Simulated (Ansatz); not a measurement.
A strain series on SrCl2 (CdI2 type): epitaxial in the xy plane

SrCl2, CdI2 type, relaxed with r2SCAN+rVV10 in Ansatz, then strained (epitaxial in the xy plane; changes of length per length, axes as in the cell below) with the atoms relaxed again within the symmetry that is left. The symmetry is P-3m1 (No. 164, trigonal); conventional cell a = 4.407 Å, c = 5.596 Å, 31.38 Å³ an atom. Sr has 6 Cl at 2.90 Å; Cl has 3 Sr at 2.90 Å. Values at 0 K without nuclear motion; spin polarisation is off, and the phase may be a hypothetical one.

```xyz
3
Lattice="4.4072 0.0000 0.0000 -2.2036 3.8168 0.0000 0.0000 0.0000 5.5961" Properties=species:S:1:pos:R:3 pbc="T T T"
Sr    0.0000    0.0000    0.0000
Cl    0.0000    2.5445    1.3917
Cl    2.2036    1.2723    4.2044
```

Gaps are the least over each mesh (PBE 6×6×6, r2SCAN 6×6×6, HSE06 6×6×4 when unstrained) and the special points, which keep their unstrained names.

```
strain (%)  free normal strain (%)  gap, PBE (eV)  gap, r2SCAN (eV)  gap, HSE06 (eV)  edges, HSE06
       0.0                    0.00          5.163             5.789            6.455             Γ
     +2.38                   -2.94          4.945             5.552            6.230             Γ
      +3.0                   -4.01          4.882             5.483            6.165             Γ
     +3.97                   -4.75          4.797             5.393            6.077             Γ
```

The meshes of the hybrids are coarse, so their gaps aren't converged to the digits shown.
